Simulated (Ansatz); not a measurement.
Sb under changes of volume

One of the cells (26.213 Å³/atom); the others are scaled copies at fixed shape and fractional positions:

```
Sb
1.0
    -1.87134    1.87134    1.87134
     1.87134   -1.87134    1.87134
     1.87134    1.87134   -1.87134
Sb
1
Direct
  0.00000 0.00000 0.00000
```

This isn't the form of Sb at room conditions, which is rhombohedral.

| Quantity | Value |
| --- | --- |
| Program | Ansatz 0.2.0 |
| Functional | PBE0 |
| Potentials or basis | Ansatz PAW |
| Cutoff | 420 eV (not typed: the program's choice for these potentials) |
| k mesh | 6 × 6 × 6 |
| Occupations | fermi-dirac, width 0.05 eV |
| Spin | no spin polarisation |

| volume (Å³/atom) | energy over the lowest point (meV/atom) | pressure (GPa) |
| --- | --- | --- |
| 24.640 | 35.13 | 6.3 |
| 25.165 | 17.71 | 4.3 |
| 25.689 | ? | ? |
| 26.213 | 0.76 | 1.0 |
| 26.737 | 0.00 | -0.5 |
| 27.262 | 3.74 | -1.8 |
| 27.786 | 20.67 | -1.7 |

Task: What does the run at 25.689 Å³/atom give?

Result: Energy over the lowest point 6.47 meV/atom; pressure 2.6 GPa.

The energies don't lie on one smooth curve, so no fit is given. The run at 27.786 Å³/atom lies farthest off, from a change of basis, grid or state.

Energies are extrapolated to zero smearing.

Caveats: all runs use coarse meshes; the PAW data sets come from PBE, with cores solved anew for the run's functional, which leaves a small shift of forces and pressure; the thresholds are loose for stress.
